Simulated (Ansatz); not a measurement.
Molecular dynamics on a 2×2×1 supercell (16 atoms) of ZnS (wurtzite), relaxed with r2SCAN. Forces come from PBEsol in Ansatz 0.2.0: a Langevin thermostat at fixed volume, 300 K, steps of 2 fs. Spin polarisation is off, nuclei are classical, and the run is far too short for thermal averages.

```yaml
crystal:
  lattice:
    - [7.6109016412, -1.0e-10, 0.0]
    - [-3.8054508205, 6.591234167, 0.0]
    - [0.0, 0.0, 6.2439930788]
  atoms:
    - { symbol: Zn, position: [0.1666666667, 0.3333333333, 0.0003381272] }
    - { symbol: Zn, position: [0.3333333333, 0.1666666667, 0.5003381272] }
    - { symbol: S, position: [0.1666666667, 0.3333333333, 0.3746618728] }
    - { symbol: S, position: [0.3333333333, 0.1666666667, 0.8746618728] }
    - { symbol: Zn, position: [0.1666666667, 0.8333333333, 0.0003381272] }
    - { symbol: Zn, position: [0.3333333333, 0.6666666667, 0.5003381272] }
    - { symbol: S, position: [0.1666666667, 0.8333333333, 0.3746618728] }
    - { symbol: S, position: [0.3333333333, 0.6666666667, 0.8746618728] }
    - { symbol: Zn, position: [0.6666666667, 0.3333333333, 0.0003381272] }
    - { symbol: Zn, position: [0.8333333333, 0.1666666667, 0.5003381272] }
    - { symbol: S, position: [0.6666666667, 0.3333333333, 0.3746618728] }
    - { symbol: S, position: [0.8333333333, 0.1666666667, 0.8746618728] }
    - { symbol: Zn, position: [0.6666666667, 0.8333333333, 0.0003381272] }
    - { symbol: Zn, position: [0.8333333333, 0.6666666667, 0.5003381272] }
    - { symbol: S, position: [0.6666666667, 0.8333333333, 0.3746618728] }
    - { symbol: S, position: [0.8333333333, 0.6666666667, 0.8746618728] }
kpoints:
  mp_grid: { grid: [3, 3, 2] }
hamiltonian:
  xc: pbesol
scf:
  occupations: { method: fermi_dirac, width: 0.026 }
md:
  ensemble: nvt_langevin
  temperature: 300
  timestep: 2.0
  n_steps: 40
  initial_velocities: maxwell_boltzmann
  seed: 7695
```

Command: `ansatz run input.yaml --threads 4 --pin off --max-ram 3686MiB --backend cpu --events-out ev --progress --plain --runs-dir out`. It took 7.4 min on 4 threads of Arm Neoverse N1 (shared host); peak host memory 1 GiB.

```csv
step,t (fs),T (K),free energy F from step 0 (meV/atom),kinetic energy (meV/atom),largest force (eV/Å)
0,0,281,0.0,36.4,0.00
1,2,293,0.3,37.9,0.14
2,4,269,1.0,34.7,0.29
3,6,282,2.2,36.4,0.44
4,8,257,3.9,33.2,0.58
5,10,224,6.0,29.0,0.74
6,12,211,8.3,27.3,0.89
7,14,196,10.8,25.3,1.03
8,16,169,13.3,21.8,1.17
9,18,154,15.8,19.9,1.30
10,20,146,18.1,18.9,1.43
11,22,138,20.0,17.9,1.52
12,24,132,21.7,17.0,1.60
13,26,139,23.0,17.9,1.64
14,28,145,24.1,18.7,1.66
15,30,143,24.9,18.4,1.65
16,32,151,25.3,19.5,1.61
17,34,146,25.3,18.9,1.54
18,36,166,25.3,21.5,1.46
19,38,160,25.1,20.7,1.36
20,40,157,24.6,20.3,1.23
21,42,156,24.1,20.2,1.10
22,44,181,23.5,23.4,1.00
23,46,167,22.8,21.6,1.00
24,48,179,22.3,23.2,0.99
25,50,192,21.9,24.9,0.97
26,52,179,21.7,23.1,0.95
27,54,182,21.6,23.5,0.98
28,56,185,21.7,23.9,1.02
29,58,196,22.1,25.3,1.03
30,60,200,22.7,25.9,1.02
31,62,195,23.6,25.2,1.02
32,64,170,24.5,21.9,1.00
33,66,189,25.4,24.5,1.09
34,68,197,26.2,25.4,1.20
35,70,199,26.8,25.7,1.30
36,72,201,27.5,26.0,1.37
37,74,202,27.8,26.1,1.40
38,76,205,28.0,26.5,1.39
39,78,216,28.1,27.9,1.37
40,80,220,27.9,28.4,1.32
```

The temperature starts at 281 K, is lowest at step 12 (132 K, 24 fs) and ends at 220 K. The thermostat hasn't had time to restore it. The atoms start on their lattice sites with kinetic energy alone, so much of it first passes into potential energy. By the last step the atoms have moved 0.13 Å in the root mean square, the drift of the whole cell taken out, 0.18 Å at most.

Positions (Å) and forces (eV/Å) at step 40:
```
Zn   0.124   2.189   0.148     0.235   0.286  -0.394
Zn   1.894   1.005   3.126     0.321  -0.062   0.165
S    0.050   2.172   2.422    -0.239   0.270   0.137
S    2.019   1.098   5.519    -0.278   0.068  -0.305
Zn  -1.939   5.500  -0.041    -0.012  -0.023   0.261
Zn   0.174   4.445   3.150    -0.819  -0.470   0.187
S   -1.821   5.408   2.314    -0.425   0.162   0.341
S    0.021   4.468   5.496    -0.695  -1.013  -0.484
Zn   3.981   2.092   0.012    -0.321   0.388   0.306
Zn   5.634   1.142   3.104     0.244   0.245   0.251
S    3.758   2.292   2.406     0.093  -0.654  -0.406
S    5.894   1.143   5.493    -0.324  -0.498  -0.319
Zn   1.820   5.455  -0.063     1.100   0.666   0.246
Zn   3.714   4.450   3.151     0.541   0.229   0.170
S    1.878   5.566   2.267     0.574   0.240   0.246
S    3.786   4.342   5.530     0.006   0.167  -0.403
```
